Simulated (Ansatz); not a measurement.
A run of Ansatz 0.2.0 is set up as follows.

input.yaml

```yaml
crystal:
  lattice:
    - [1.488052925, -2.59468961, 0.0]
    - [1.488052925, 2.59468961, 0.0]
    - [0.0, 0.0, 4.72759579]
  atoms:
    - { symbol: Ge, position: [0.33344663, 0.66655337, 0.25] }
    - { symbol: Ge, position: [0.66655337, 0.33344663, 0.75] }
hamiltonian:
  xc: pbe
  pseudopotentials: { kind: paw }
kpoints:
  mp_grid: { grid: [10, 10, 6] }
scf:
  occupations: { method: gaussian, width: 0.02 }
output:
  forces: true
  stress: true
  eigenvalues: true
  write_density: true
  write_potential: true
  elf: true
  volumetric_format: npy
```

Potentials or basis: Ansatz PAW.

Run with:

```console
$ ansatz run input.yaml --threads 2 --pin off --max-ram 5632MiB --backend cpu --events-out ev --progress --plain --runs-dir out
```

What does it give for the band gap on the k mesh?

None (metal or under the smearing width).

What does it give for the pressure?

4.3 GPa.

Stress tensor (GPa, compression positive):
```
3.14 0.00 0.00
0.00 4.36 0.00
0.00 0.00 5.47
```
